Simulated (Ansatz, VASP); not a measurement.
# CuCl: VASP beside Ansatz

```
Cu Cl
1.0
     0.00000   -2.64545   -2.64545
     2.64545    0.00000   -2.64545
     2.64545   -2.64545    0.00000
Cu Cl
1 1
Direct
  0.00000 0.00000 0.00000
  0.75000 0.75000 0.75000
```

Alike in both runs: functional PBEsol; k mesh 12 × 12 × 12; occupations gaussian, width 0.02 eV; no spin polarisation.

Ansatz relaxed the structure, and its values are those at the end. VASP's run is a single point on that final structure, the one shown.

|  | VASP | Ansatz |
| --- | --- | --- |
| version | VASP 6.6.1 | Ansatz 0.2.0 |
| potentials or method | VASP PAW PBE potentials, release 64 (Cu, Cl) | scalar-relativistic, plane waves, PAW |
| plane-wave cutoff (eV) | 520 | 420 |
| valence electrons in the cell | 18 | 26 |

```tsv
	VASP	Ansatz	Ansatz less VASP
gap on the k mesh at the Fermi level (eV)	0.56	0.55	-0.003
least direct gap on the mesh (eV)	0.56	0.55	-0.003
pressure (GPa)	0.2	0.0	-0.23
```

With one functional, cell and mesh, what is left measures potentials, basis and numerics. The two sets of potentials don't hold the same shells in valence.

Caveats: the PAW data sets were made with another functional, which shifts forces and pressure a little (VASP). A k mesh can miss the band edges.
